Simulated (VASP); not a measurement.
Write the native input for VASP 6.6.1 that does the following.

```
Task                   : relaxation of cell and atoms
Functional             : PBEsol
Potentials or basis    : VASP PAW PBE potentials, release 64 (Na_pv, S)
Cutoff                 : 600 eV
k mesh                 : 8 × 8 × 8
Occupations            : gaussian, width 0.01 eV
Spin                   : no spin polarisation
Dipole correction      : no
Further INCAR settings : ALGO = Normal; EDIFF = 1e-06; IBRION = 2; EDIFFG = -0.001; NSW = 80; ISIF = 3
```

The structure of Na2S lies in POSCAR:

```
Na2S
1.0
    0.0000000000      3.2506169154      3.2506169154
    3.2506169154      0.0000000000      3.2506169154
    3.2506169154      3.2506169154      0.0000000000
Na S
2 1
Direct
    0.2500000000      0.2500000000      0.2500000000
    0.7500000000      0.7500000000      0.7500000000
    0.0000000000      0.0000000000      0.0000000000
```

The cell isn't the ideal one: cell and atoms relaxed tightly for response.

The input as run:

INCAR

```
PREC = Accurate
ENCUT = 600
EDIFF = 1E-6
ISMEAR = 0
SIGMA = 0.01
LREAL = F
LASPH = T
NELM = 100
ALGO = Normal
ISIF = 3
LWAVE = F
LCHARG = F
GGA = PS
IBRION = 2
NSW = 80
EDIFFG = -0.001
```

KPOINTS

```
Automatic mesh
0
Gamma
  8 8 8
```

Potentials or basis: VASP PAW PBE potentials, release 64 (Na_pv, S).

Command:

```console
$ cat potpaw_PBE.64/Na_pv/POTCAR potpaw_PBE.64/S/POTCAR > POTCAR
$ mpirun -np 1 vasp_std > vasp.out
```

It gave:

- Relaxed volume: 22.95 Å³/atom
- Relaxed cell: a = 4.601 Å, b = 4.601 Å, c = 4.601 Å, α = 60.00°, β = 60.00°, γ = 60.00°
- Space group after relaxing (to 0.05 Å): Fm-3m (No. 225)
- Energy gained by relaxing: 0.0 meV/atom
- Ionic steps: 5
- Pressure after relaxing: 0.0 GPa
- Band gap on the k mesh: 2.42 eV, direct

Caveat: the PAW data sets were made with another functional, which shifts forces and pressure a little.

It took 2.4 min on 1 thread of Intel(R) Xeon(R) Platinum 8488C (Sapphire Rapids) (shared host), peak memory 0.24 GiB.
